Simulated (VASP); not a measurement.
# Sb (Pm-3m) in VASP: RPA correlation energy with PBE

Aim: the RPA correlation energy of Sb with PBE.

Everything below comes from runs of VASP 6.6.1. Logs are shortened: lines on timing, memory, paths and dates and some standing lists are left out, and cuts for length are marked.

## Step 1: The crystal as given

It takes space group Pm-3m (No. 221, cubic). Conventional cell: a = 3.063 Å, b = 3.063 Å, c = 3.063 Å, α = 90.00°, β = 90.00°, γ = 90.00°. Sb (site symmetry m-3m) has 6 Sb at 3.06 Å as nearest neighbours.

This isn't the form of Sb at room conditions, which is rhombohedral.

## Step 2: RPA correlation energy, PBE

File POSCAR:

```
Sb
1.0
    3.0633500000      0.0000000000      0.0000000000
    0.0000000000      3.0633500000      0.0000000000
    0.0000000000      0.0000000000      3.0633500000
Sb
1
Direct
    0.0000000000      0.0000000000      0.0000000000
```

File INCAR.step1:

```
ALGO = Fast ; EDIFF = 1E-8
ENCUT = 450 ; GGA = PE
ISMEAR = 0 ; LASPH = T
LCHARG = F ; LREAL = F
LWAVE = T ; NELM = 60
PREC = Accurate ; SIGMA = 0.05
```

File INCAR.step2:

```
AEXX = 1.0 ; AGGAC = 0.0
ALDAC = 0.0 ; ALGO = EIGENVAL
EDIFF = 1E-8 ; ENCUT = 450
GGA = PE ; ISMEAR = 0
ISTART = 1 ; LASPH = T
LCHARG = F ; LHFCALC = T
LREAL = F ; LWAVE = F
NELM = 1 ; PREC = Accurate
PRECFOCK = Fast ; SIGMA = 0.05
```

File INCAR.step3:

```
ALGO = Exact ; EDIFF = 1E-8
ENCUT = 450 ; GGA = PE
ISMEAR = 0 ; ISTART = 1
LASPH = T ; LCHARG = F
LOPTICS = T ; LREAL = F
LWAVE = T ; NBANDS = 635
NELM = 1 ; PREC = Accurate
SIGMA = 0.05
```

File INCAR.step4:

```
ALGO = ACFDT ; EDIFF = 1E-8
ENCUT = 450 ; ENCUTGW = 250
GGA = PE ; ISMEAR = 0
ISTART = 1 ; LASPH = T
LCHARG = F ; LREAL = F
LWAVE = F ; NBANDS = 635
NELM = 60 ; NOMEGA = 12
PREC = Accurate ; PRECFOCK = Fast
SIGMA = 0.05
```

File KPOINTS:

```
k-points
0
Gamma
  6 6 6
```

Potentials or basis: VASP PAW PBE potentials, release 64 (Sb_d_GW).

The run is started by

```console
$ cat potpaw_PBE.64/Sb_d_GW/POTCAR > POTCAR
$ cp INCAR.step1 INCAR
$ mpirun -np 1 vasp_std > vasp.out
$ cp INCAR.step2 INCAR
$ mpirun -np 1 vasp_std > vasp.out
$ cp INCAR.step3 INCAR
$ mpirun -np 1 vasp_std > vasp.out
$ cp INCAR.step4 INCAR
$ mpirun -np 1 vasp_std > vasp.out
```

OUTCAR:

```text
EDIFF = 1E-8
   ENCUT = 450
   ENCUTGW = 250
   GGA = PE
   ISMEAR = 0
   ISTART = 1
   LASPH = T
   LREAL = F
   NELM = 60
   PREC = Accurate
   PRECFOCK = Fast

 ion  position               nearest neighbor table
   1  0.000  0.000  0.000-

  LATTYP: Found a simple cubic cell.
 ALAT       =     3.0633500000

  Lattice vectors:

 A1 = (   3.0633500000,   0.0000000000,   0.0000000000)
 A2 = (   0.0000000000,   3.0633500000,   0.0000000000)
 A3 = (   0.0000000000,   0.0000000000,   3.0633500000)

Analysis of symmetry for initial positions (statically):
=====================================================================
 Subroutine PRICEL returns:
 Original cell was already a primitive cell.

 Routine SETGRP: Setting up the symmetry group for a
 simple cubic supercell.

 Subroutine GETGRP returns: Found 48 space group operations
 (whereof 48 operations were pure point group operations)
 out of a pool of 48 trial point group operations.

The static configuration has the point symmetry O_h .

Analysis of symmetry for dynamics (positions and initial velocities):
=====================================================================
 Subroutine PRICEL returns:
 Original cell was already a primitive cell.

 Routine SETGRP: Setting up the symmetry group for a
 simple cubic supercell.

 Subroutine GETGRP returns: Found 48 space group operations
 (whereof 48 operations were pure point group operations)
 out of a pool of 48 trial point group operations.

The dynamic configuration has the point symmetry O_h .

 Subroutine INISYM returns: Found 48 space group operations
 (whereof 48 operations are pure point group operations),
 and found     1 'primitive' translations

----------------------------------------------------------------------------------------

                                     Primitive cell

  volume of cell :      28.7468

  direct lattice vectors                    reciprocal lattice vectors
     3.063350000  0.000000000  0.000000000     0.326440008  0.000000000  0.000000000
     0.000000000  3.063350000  0.000000000     0.000000000  0.326440008  0.000000000
     0.000000000  0.000000000  3.063350000     0.000000000  0.000000000  0.326440008

  length of vectors
     3.063350000  3.063350000  3.063350000     0.326440008  0.326440008  0.326440008

  position of ions in fractional coordinates (direct lattice)
     0.000000000  0.000000000  0.000000000

  ion indices of the primitive-cell ions
   primitive index   ion index
                 1           1

----------------------------------------------------------------------------------------

 KPOINTS: k-points

Automatic generation of k-mesh.
 Grid dimensions read from file:
 generate k-points for:    6    6    6

 Generating k-lattice:

  Cartesian coordinates                     Fractional coordinates (reciprocal lattice)
     0.054406668  0.000000000  0.000000000     0.166666667  0.000000000  0.000000000
     0.000000000  0.054406668  0.000000000     0.000000000  0.166666667  0.000000000
     0.000000000  0.000000000  0.054406668     0.000000000  0.000000000  0.166666667

  Length of vectors
     0.054406668  0.054406668  0.054406668

  Shift w.r.t. Gamma in fractional coordinates (k-lattice)
     0.000000000  0.000000000  0.000000000

 Subroutine IBZKPT returns following result:
 ===========================================

 Found     20 irreducible k-points:

 Following reciprocal coordinates:
            Coordinates               Weight
  0.000000  0.000000  0.000000      1.000000
  0.166667  0.000000  0.000000      6.000000
  0.333333  0.000000  0.000000      6.000000
  0.500000  0.000000  0.000000      3.000000
  0.166667  0.166667  0.000000     12.000000
  0.333333  0.166667  0.000000     24.000000
[... 12 lines left out ...]
  0.500000  0.500000  0.333333      6.000000
  0.500000  0.500000  0.500000      1.000000
   k-points           NKPTS =     20   k-points in BZ     NKDIM =    216   number of bands    NBANDS=    635
   number of dos      NEDOS =    301   number of ions     NIONS =      1
   total plane-waves  NPLWV =  13824
   dimension x,y,z NGX =    24 NGY =   24 NGZ =   24
   dimension x,y,z NGXF=    48 NGYF=   48 NGZF=   48
   ions per type =               1
   NGX,Y,Z   is equivalent  to a cutoff of  13.02, 13.02, 13.02 a.u.
   NGXF,Y,Z  is equivalent  to a cutoff of  26.05, 26.05, 26.05 a.u.
 SYSTEM =  unknown system
   PREC   = accura    normal or accurate (medium, high low for compatibility)
   ISTART =      1    job   : 0-new  1-cont  2-samecut
   ICHARG =      0    charge: 1-file 2-atom 10-const
   ISPIN  =      1    spin polarized calculation?
   LNONCOLLINEAR =      F non collinear calculations
   LSORBIT =      F    spin-orbit coupling
   LASPH  =      T    aspherical Exc in radial PAW
   ENCUT  =  450.0 eV  33.07 Ry    5.75 a.u.   5.30  5.30  5.30*2*pi/ulx,y,z
   NELM   =     60;   NELMIN=  2; NELMDL=  0     # of ELM steps
   EDIFF  = 0.1E-07   stopping-criterion for ELM
   LREAL  =      F    real-space projection
   EDIFFG = 0.1E-06   stopping-criterion for IOM
   NSW    =      0    number of steps for IOM
   IBRION =     -1    ionic relax: 0-MD 1-quasi-New 2-CG
   NFREE  =      0    steps in history (QN), initial steepest desc. (CG)
   ISIF   =      0    stress and relaxation
   ISYM   =      3    0-nonsym 1-usesym 2-fastsym
   POTIM  = 0.5000    time-step for ionic-motion
   TEBEG  =    0.0;   TEEND  =   0.0 temperature during run
   PSTRESS=    0.0 pullay stress
   NELECT =      15.0000    total number of electrons
   NUPDOWN=      -1.0000    fix difference up-down
   EMIN   =  10.00;   EMAX   =-10.00  energy-range for DOS
   EFERMI =   0.00;   METHOD = LEGACY
   ISMEAR =     0;   SIGMA  =   0.05  broadening in eV -4-tet -1-fermi 0-gaus
   EFERMI_NEDOS =   21; number of points for ismear=-14 and -15
   IALGO  =     38    algorithm
   IMIX   =      4    mixing-type and parameters
     AMIX     =   0.40;   BMIX     =  1.00
     AMIX_MAG =   1.60;   BMIX_MAG =  1.00
  volume/ion in A,a.u.               =      28.75       193.99
  Fermi-wavevector in a.u.,A,eV,Ry     =   1.317979  2.490620 23.634269  1.737070
  Thomas-Fermi vector in A             =   2.447982
   LORBIT       =      0    0 simple, 1 ext, 2 COOP (PROOUT), +10 PAW based schemes
   GGA     = PE    functional components
   LHFCALC =     T    Hartree Fock is set to
   PRECFOCK=fast      Normal, Fast or Accurate (Low or Medium for compatibility)
   ENCUT4O =  -1.0   cutoff for four orbital integrals eV
   NKREDX  =     1    reduce k-point grid by
   NKREDY  =     1    reduce k-point grid by
   NKREDZ  =     1    reduce k-point grid by
   AEXX    =    1.0000 exact exchange contribution
   HFSCREEN=    0.0000 screening length (either q_TF or 0.3 A-1)
   HFSCREENC=   0.0000 screening length for correlation (either q_TF or 0.3 A-1)
   ENCUTFOCK=  -1.0 apply spherical cutoff to Coloumb kernel
   IVDW    =     0    specifies the selected vdW correction
   LEPSILON=     F    determine dielectric tensor
   LRPA    =     F    only Hartree local field effects (RPA)
   LRPAFORCE           =     F    calculate RPA forces
   ENCUTGW             = 250.0    cutoff for response function in eV
   ENCUTGWSOFT         = 200.0    soft cutoff for Coulomb kernel in GW response function in eV
   ENCUTLF             =  -1.0    cutoff for local field effects
   NELMGW              =     1    number of iterations in solving QP/BSE equation
   NELMHF              =     1    number of iterations in the inner HF iteration
   NKREDLFX            =     1    NKREDLFY  =   1   NKREDLFZ  =   1
 non-spin polarized calculation
 Gauss-broadening in eV      SIGMA  =   0.05
  energy-cutoff  :      450.00
  volume of cell :       28.75
 maximum number of plane-waves:       635
 NGX is ok and might be reduce to    24
  NGX = 12; NGY = 12; NGZ = 12
   NGX = 11   NGY = 11   NGZ = 11
 maximum number of plane-waves:       280

      cutoff energy     smooth cutoff   RPA   correlation   Hartree contr. to MP2
---------------------------------------------------------------------------------
            250.000           200.000      -18.9473684515     -138.8920260009
            238.095           190.476      -18.8446835996     -138.7589393216
            226.757           181.406      -18.7326984533     -138.6121685042
            215.959           172.768      -18.6106772755     -138.4506768339
            205.676           164.541      -18.4779137108     -138.2734708081
            195.882           156.705      -18.3340601036     -138.0801262399
            186.554           149.243      -18.1788894396     -137.8703419486
            177.670           142.136      -18.0122788031     -137.6440341190
  linear regression
  converged value                          -20.3512592700     -140.7716865570
```

OUTCAR.step1:

```text
EDIFF = 1E-8
   ENCUT = 450
   GGA = PE
   ISMEAR = 0
   LASPH = T
[... 491 lines left out ...]

 POSITION                                       TOTAL-FORCE (eV/Angst)
 -----------------------------------------------------------------------------------
      0.00000      0.00000      0.00000         0.000000      0.000000      0.000000
 -----------------------------------------------------------------------------------
    total drift:                                0.000000     -0.000000      0.000000

  FREE ENERGIE OF THE ION-ELECTRON SYSTEM (eV)
  ---------------------------------------------------
  free  energy   TOTEN  =        -4.1173689250 eV

  energy  without entropy=       -4.1169062454  energy(sigma->0) =       -4.11713759
```

Run time: 41 min. Hardware: 1 thread of Intel Xeon 6975P-C (Granite Rapids), shared host; peak memory 1.7 GiB.

What came out:

- Band gap on the k mesh, mean-field level: none (metal or under the smearing width)
- RPA correlation energy: -20.351 eV/atom
- RPA total energy per cell: -27.998 eV
- RPA correlation energy per cell: -20.351 eV

Caveat: the ground state has no gap, which makes the many-body step unreliable.
